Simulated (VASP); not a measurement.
Here is a VASP 6.6.1 calculation.

INCAR

```
PREC = Accurate
ENCUT = 350
EDIFF = 1E-7
ISMEAR = 0
SIGMA = 0.1
LREAL = F
LASPH = T
NELM = 80
ALGO = Normal
ISIF = 3
LWAVE = F
LCHARG = F
GGA = PE
IBRION = 2
NSW = 80
EDIFFG = -0.002
```

File KPOINTS:

```
regular mesh
0
Gamma
  18 18 18
```

Contents of POSCAR:

```
W                                       
1.0
   -1.5919880414      1.5919880414      1.5919880414
    1.5919880414     -1.5919880414      1.5919880414
    1.5919880414      1.5919880414     -1.5919880414
  W             
     1
Direct
     0.0000000000000000    0.0000000000000000    0.0000000000000000
```

Potentials or basis: VASP PAW PBE potentials, release 64 (W_sv).

Run with:

```sh
$ cat potpaw_PBE.64/W_sv/POTCAR > POTCAR
$ mpirun -np 1 vasp_std > vasp.out
```

**Question.** Predict the relaxed volume.

**Answer.** 16.14 Å³/atom.

**Question.** Predict the relaxed cell.

**Answer.** a = 2.758 Å, b = 2.758 Å, c = 2.758 Å, α = 109.47°, β = 109.47°, γ = 109.47°.

**Question.** Predict the space group after relaxing (to 0.05 Å).

**Answer.** Im-3m (No. 229).

Final structure:
```
W
1.0
    -1.59204    1.59204    1.59204
     1.59204   -1.59204    1.59204
     1.59204    1.59204   -1.59204
W
1
Direct
  0.00000 0.00000 0.00000
```

Spin-orbit coupling is left out, which matters for the levels of W.
